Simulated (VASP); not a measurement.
# Ru (P6_3/mmc) in VASP: notebook, part 2 of 2

VASP 6.6.1.

## (3) Relaxation of cell and atoms, SCAN+D3

File INCAR:

```
SYSTEM = Ru
ALGO     = Normal         ! electronic algorithm
EDIFF    = 1E-7           ! SCF threshold, eV
EDIFFG   = -0.005         ! ionic threshold
ENCUT    = 600            ! plane-wave cutoff, eV
IBRION   = 2              ! ionic algorithm
ISIF     = 3              ! what is computed and relaxed
ISMEAR   = -1             ! smearing method
IVDW     = 11             ! dispersion correction
LASPH    = .TRUE.         ! aspherical terms in the spheres
LCHARG   = .FALSE.        ! write CHGCAR
LMIXTAU  = .TRUE.       
LREAL    = .FALSE.        ! projectors in reciprocal space
LWAVE    = .FALSE.        ! write WAVECAR
METAGGA  = SCAN           ! meta-GGA
NELM     = 60             ! most SCF steps
NSW      = 60             ! ionic steps
PREC     = Accurate       ! precision mode
SIGMA    = 0.05           ! smearing width, eV
```

File KPOINTS:

```
k-points
0
G
  11 11 6
  0 0 0
```

File POSCAR:

```
Ru
1.0
    2.7058000000      0.0000000000      0.0000000000
   -1.3529000000      2.3432915376      0.0000000000
    0.0000000000      0.0000000000      4.2819000000
Ru
2
Direct
    0.6666666667      0.3333333333      0.7500000000
    0.3333333333      0.6666666667      0.2500000000
```

Potentials or basis: VASP PAW PBE potentials, release 64 (Ru_pv).

Launch:

```console
$ cat potpaw_PBE.64/Ru_pv/POTCAR > POTCAR
$ mpirun -np 1 vasp_std > vasp.out
```

OUTCAR:

```text
SYSTEM = Ru
   EDIFF = 1E-7
   EDIFFG = -0.005
   ENCUT = 600
   IBRION = 2
   ISIF = 3
   ISMEAR = -1
   IVDW = 11
   LASPH = .TRUE.
   LREAL = .FALSE.
   METAGGA = SCAN
   NELM = 60
   NSW = 60
   PREC = Accurate
 IVDW          = 11

 ion  position               nearest neighbor table
   1  0.667  0.333  0.750-   2 2.65   2 2.65   2 2.65   2 2.65   2 2.65   2 2.65
   2  0.333  0.667  0.250-   1 2.65   1 2.65   1 2.65   1 2.65   1 2.65   1 2.65

  LATTYP: Found a hexagonal cell.
 ALAT       =     2.7058000000
 C/A-ratio  =     1.5824894671

  Lattice vectors:

 A1 = (   2.7058000000,   0.0000000000,   0.0000000000)
 A2 = (  -1.3529000000,   2.3432915376,   0.0000000000)
 A3 = (   0.0000000000,   0.0000000000,   4.2819000000)

Analysis of symmetry for initial positions (statically):
=====================================================================
 Subroutine PRICEL returns:
 Original cell was already a primitive cell.

 Routine SETGRP: Setting up the symmetry group for a
 hexagonal supercell.

 Subroutine GETGRP returns: Found 24 space group operations
 (whereof 12 operations were pure point group operations)
 out of a pool of 24 trial point group operations.

The static configuration has the point symmetry D_3d.
 The point group associated with its full space group is D_6h.

Analysis of symmetry for dynamics (positions and initial velocities):
=====================================================================
 Subroutine PRICEL returns:
 Original cell was already a primitive cell.

 Routine SETGRP: Setting up the symmetry group for a
 hexagonal supercell.

 Subroutine GETGRP returns: Found 24 space group operations
 (whereof 12 operations were pure point group operations)
 out of a pool of 24 trial point group operations.

The dynamic configuration has the point symmetry D_3d.
 The point group associated with its full space group is D_6h.

 Subroutine INISYM returns: Found 24 space group operations
 (whereof 12 operations are pure point group operations),
 and found     1 'primitive' translations

----------------------------------------------------------------------------------------
[... 99 lines left out ...]
   ISIF   =      3    stress and relaxation
   ISYM   =      2    0-nonsym 1-usesym 2-fastsym
   POTIM  = 0.5000    time-step for ionic-motion
   TEBEG  =    0.0;   TEEND  =   0.0 temperature during run
   PSTRESS=    0.0 pullay stress
   NELECT =      28.0000    total number of electrons
   NUPDOWN=      -1.0000    fix difference up-down
   EMIN   =  10.00;   EMAX   =-10.00  energy-range for DOS
   EFERMI =   0.00;   METHOD = LEGACY
   ISMEAR =    -1;   SIGMA  =   0.05  broadening in eV -4-tet -1-fermi 0-gaus
   EFERMI_NEDOS =   21; number of points for ismear=-14 and -15
   IALGO  =     38    algorithm
   IMIX   =      4    mixing-type and parameters
     AMIX     =   0.40;   BMIX     =  1.00
     AMIX_MAG =   1.60;   BMIX_MAG =  1.00
  volume/ion in A,a.u.               =      13.57        91.61
  Fermi-wavevector in a.u.,A,eV,Ry     =   1.654022  3.125649 37.222674  2.735789
  Thomas-Fermi vector in A             =   2.742361
   LORBIT       =      0    0 simple, 1 ext, 2 COOP (PROOUT), +10 PAW based schemes
   METAGGA = SCAN    functional components
   LHFCALC =     F    Hartree Fock is set to
   AEXX    =    0.0000 exact exchange contribution
   IVDW    =    11    specifies the selected vdW correction
   LEPSILON=     F    determine dielectric tensor
   LRPA    =     F    only Hartree local field effects (RPA)
 conjugate gradient relaxation of ions
 non-spin polarized calculation
  energy-cutoff  :      600.00
  volume of cell :       27.15
 maximum number of plane-waves:       935
 NGX is ok and might be reduce to    24
   NGX = 11   NGY = 11   NGZ = 17

--------------------------------------- Ionic step        1  -------------------------------------------

 number of electron      28.0000002 magnetization

 Free energy of the ion-electron system (eV)
  ---------------------------------------------------
  ext. energy  EPLUGINS =         0.00000000
  ---------------------------------------------------
  free energy    TOTEN  =       -69.64161789 eV

  energy without entropy =      -69.62659213  energy(sigma->0) =      -69.63410501

------------------------ aborting loop because EDIFF is reached ----------------------------------------

 Edisp (eV)   -0.33540

 E6    (eV) :    -0.3354
[... 327 lines left out ...]
--------------------------------------- Ionic step        9  -------------------------------------------

 number of electron      27.9999996 magnetization

 Free energy of the ion-electron system (eV)
  ---------------------------------------------------
  ext. energy  EPLUGINS =         0.00000000
  ---------------------------------------------------
  free energy    TOTEN  =       -69.64940521 eV

  energy without entropy =      -69.63492573  energy(sigma->0) =      -69.64216547

 E-fermi :  12.9183     XC(G=0): -15.8458

 val. band max:       12.9031976043   @ k =   0.2727   0.0000   0.0000
 cond. band min:      12.9272466948   @ k =   0.3636   0.0909   0.3333
 fundamental gap:      0.0240490906
 Fermi energy:        12.9183246647

 k-point     1 :       0.0000    0.0000    0.0000
  band No.  band energies     occupation
      1     -32.2958      2.00000
      2     -31.2124      2.00000
      3     -31.2123      2.00000
      4     -31.0125      2.00000
      5     -31.0124      2.00000
      6     -30.9579      2.00000
[... 481 lines left out ...]
      5     -31.1176      2.00000
      6     -31.0750      2.00000
[... 10 lines left out ...]
     17      14.6586      0.00000
     18      18.9613      0.00000

 [... further k-points ...]

------------------------ aborting loop because EDIFF is reached ----------------------------------------

 Edisp (eV)   -0.34114

 E6    (eV) :    -0.3411
[... 27 lines left out ...]
  FREE ENERGIE OF THE ION-ELECTRON SYSTEM (eV)
  ---------------------------------------------------
  free  energy   TOTEN  =       -69.9905425662 eV

  energy  without entropy=      -69.9760630880  energy(sigma->0) =      -69.98330283

 reached required accuracy - stopping structural energy minimisation
```

Wall time 10 min (1 thread of Intel Xeon Platinum 8488C (Sapphire Rapids), shared host); peak memory 0.2 GiB.

Results:

```yaml
Free_energy: -69.9905 eV
Relaxed_volume: 13.31 Å³/atom
Relaxed_cell: a = 2.691 Å, b = 2.691 Å, c = 4.245 Å, α = 90.00°, β = 90.00°, γ = 120.00°
Space_group_after_relaxing_to_0.05_Å: P6_3/mmc (No. 194)
Energy_gained_by_relaxing: 6.8 meV/atom
Ionic_steps: 9
Pressure_after_relaxing: 0.0 GPa
Band_gap_on_the_k_mesh: none (metal or under the smearing width)
Dispersion_energy_per_atom: -0.171 eV
```

Step by step:
| step | energy change (eV) | largest force (eV/Å) | pressure (GPa) | volume (Å³) |
| --- | --- | --- | --- | --- |
| 1 | 0.0000 | 0.0000 | -6.72 | 27.15 |
| 2 | 0.1111 | 0.0000 | 26.70 | 24.97 |
| 3 | -0.0136 | 0.0000 | 0.49 | 26.59 |
| 4 | -0.0135 | 0.0000 | 0.02 | 26.62 |
| 5 | -0.0135 | 0.0000 | 0.16 | 26.61 |
| 6 | -0.0134 | 0.0000 | -0.40 | 26.66 |
| 7 | -0.0135 | 0.0000 | -0.10 | 26.63 |
| 8 | -0.0135 | 0.0000 | 0.14 | 26.61 |
| 9 | -0.0135 | 0.0000 | 0.00 | 26.62 |

Final structure:
```
CELL_PARAMETERS angstrom
2.69100 0.00000 0.00000
-1.34550 2.33047 0.00000
0.00000 0.00000 4.24543
ATOMIC_POSITIONS crystal
Ru 0.66667 0.33333 0.75000
Ru 0.33333 0.66667 0.25000
```

Levels at points of the mesh, in eV from the Fermi level:
```
           k point  band 10  band 11  band 12  band 13  band 14  band 15  band 16  band 17  band 18
(0.00, 0.00, 0.00)    -2.72    -2.51    -1.99    -1.99    -1.47    -1.47     1.27     1.39     1.39
(0.00, 0.00, 0.50)    -2.92    -2.92    -2.92    -2.90    -2.90     0.68     0.68     0.68     0.68
```

Caveat: the PAW data sets were made with another functional, which shifts forces and pressure a little; pairwise dispersion overbinds metals, which lowers pressure and volume.
